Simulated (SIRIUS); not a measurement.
Runs of SIRIUS 7.10.0 on SnO. The structure is tetragonal, space group P4/nmm (No. 129). The conventional cell has a = 3.814 Å, b = 3.814 Å, c = 4.887 Å, α = 90.00°, β = 90.00°, γ = 90.00°. Sn (site symmetry 4mm) is surrounded by 4 O at 2.23 Å. Around O (site symmetry -4m2) lie 4 Sn at 2.23 Å. The cell is a database's computed one.

| level | potentials or basis | cell | k mesh | mesh quality | gap on the mesh (eV) | pressure (GPa) | largest force (eV/Å) |
| --- | --- | --- | --- | --- | --- | --- | --- |
| PBEsol | PseudoDojo 0.4.1 PBEsol standard (scalar relativistic) | as given | 7 × 7 × 6 | not flagged | 0.35 | 0.0 | 0.16 |
| PBEsol | PseudoDojo 0.4.1 PBEsol standard (scalar relativistic) | atoms moved at random, drawn with an rms of 0.05 Å | 7 × 7 × 6 | not flagged | 0.58 | 2.6 | 0.93 |
| PBEsol | PseudoDojo 0.4.1 PBE standard (scalar relativistic) | as given | 4 × 4 × 3 | coarse | 0.12 | 0.3 | (b) |
| LDA | PseudoDojo 0.4.1 PBE standard (scalar relativistic) | as given | 4 × 4 × 3 | coarse | (a) | (c) | - |

Alike in all rows: task single point; no spin polarisation; cutoff (eV) 1152; smearing fermi-dirac 0.05 eV.

Question: Estimate the missing entries.

Answer: (a) 0.20; (b) 0.24; (c) -1.8.

Caveats: some runs use coarse meshes; spin-orbit coupling is left out, which moves the levels of the heavy elements; an odd mesh through Γ misses points on the zone boundary, where band edges often lie; the potentials were made for another functional, which shifts forces and pressure (some runs).

A k mesh can miss the band edges, and the runs leave out spin-orbit coupling on Sn.

The runs were made with more than one version of the program.
